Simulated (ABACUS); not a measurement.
AlN under changes of volume

One of the cells (10.417 Å³/atom); the others are scaled copies at fixed shape and fractional positions:

```
Al N
1.0
     0.00000    2.18399    2.18399
     2.18399    0.00000    2.18399
     2.18399    2.18399    0.00000
Al N
1 1
Direct
  0.00000 0.00000 0.00000
  0.25000 0.25000 0.25000
```

Measurements of this composition are mostly on another form, of space group No. 186.

| Quantity | Value |
| --- | --- |
| Program | ABACUS 3.10.1 |
| Functional | PBEsol |
| Potentials or basis | PseudoDojo NC SR 0.4.1 PBEsol standard |
| Cutoff | 1143 eV |
| Density cutoff | 4572 eV |
| Basis | plane waves |
| k mesh | 10 × 10 × 10 |
| Occupations | fermi-dirac, width 0.05 eV |
| Spin | no spin polarisation |

```csv
volume (Å³/atom),energy over the lowest point (meV/atom),pressure (GPa),gap on the mesh (eV)
9.792,?,?,?
10.001,14.63,10.3,3.21
10.209,4.36,5.5,3.20
10.417,0.00,1.2,3.19
10.626,0.99,-2.7,3.18
10.834,6.83,-6.3,3.17
11.042,17.08,-9.5,3.16
```

**Question.** What does the run at 9.792 Å³/atom give?

**Answer.** Energy over the lowest point 31.40 meV/atom; pressure 15.6 GPa; gap on the mesh 3.22 eV.

Worked out: A Birch-Murnaghan fit of order 3 (a polynomial in V^(-2/3)) to the other rows has its minimum at 10.48 Å³/atom with B0 = V·E''(V) = 201 GPa and B' = 3.9. It gives 31.49 meV/atom at 9.792 Å³/atom, against the run's 31.40, and -dE/dV = 15.6 GPa, against 15.6. A straight line through the other rows of the gap, of slope -0.505 eV per unit of ln V, extrapolates to 3.22 eV, against the run's 3.22.

Energies are extrapolated to zero smearing.

A mesh can miss the band edges.
